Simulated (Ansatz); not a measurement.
A run of Ansatz 0.2.0:

The input input:

```
crystal:
  lattice:
    - [0.0, 3.24504255, 3.24504255]
    - [3.24504255, 0.0, 3.24504255]
    - [3.24504255, 3.24504255, 0.0]
  atoms:
    - { symbol: Pt, position: [0.0, 0.0, 0.0] }
    - { symbol: Te, position: [0.25, 0.25, 0.25] }
hamiltonian:
  xc: hse06
  pseudopotentials: { kind: paw }
kpoints:
  mp_grid: { grid: [4, 4, 4] }
  band_path:
    path:
      - [[0.0, 0.0, 0.0], [0.5, 0.0, 0.5], [0.5, 0.25, 0.75], [0.375, 0.375, 0.75], [0.0, 0.0, 0.0], [0.5, 0.5, 0.5], [0.625, 0.25, 0.625], [0.5, 0.25, 0.75], [0.5, 0.5, 0.5], [0.375, 0.375, 0.75]]
      - [[0.625, 0.25, 0.625], [0.5, 0.0, 0.5]]
    npoints: 4
scf:
  occupations: { method: fermi_dirac, width: 0.05 }
  n_extra_bands: 6
output:
  forces: true
  stress: true
  eigenvalues: true
  fatbands: false
```

Hardware: 1 × NVIDIA H100 80GB HBM3 with 2 threads of AMD EPYC 7R13 Processor (Zen 3), on a shared host.

Question: Estimate the wall time of this run.

Answer: Run time: 26 s on 1 × NVIDIA H100 80GB HBM3 with 2 threads of AMD EPYC 7R13 Processor (Zen 3), on a shared host, peak memory 1.9 GiB. Counts: scf iterations 18, plane waves 1363, k points 8, bands 23.
